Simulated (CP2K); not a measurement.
The system is GaSb.

```
Sb Ga
1.0
     4.32608    0.00000    0.00000
     2.16304    3.74649    0.00000
     2.16304    1.24883    3.53223
Sb Ga
1 1
Cartesian
  6.4891 3.7465 2.6492
  0.0000 0.0000 0.0000
```

Base run:

```yaml
Program: CP2K 2026.2
Functional: RPBE
Dispersion: D4
Potentials_or_basis: POTENTIAL_UZH Sb GTH-PBE-q5, Ga GTH-PBE-q13; TZVP-MOLOPT-PBE-GTH basis
Density_cutoff: 6123 eV
k_mesh: 8 × 8 × 8
Occupations: fermi-dirac, width 0.05 eV
Spin: no spin polarisation
```

Its results: band gap on the k mesh 0.16 eV, direct; pressure -1.1 GPa.

Question: The run is repeated on the same cell with these changes: dispersion from D4 to none. What comes out?

Answer: Band gap on the k mesh 0.16 eV, direct; pressure 3.8 GPa.

Dispersion adds attraction, which lowers the pressure at fixed volume and, as a term added to the energy, leaves the levels alone.

Caveats: the potentials were made for another functional, which shifts forces and pressure; spin-orbit coupling is left out, which moves the levels of the heavy elements; the basis of atomic orbitals isn't converged, which shifts pressures, moduli and gaps.

A k mesh can miss the band edges.
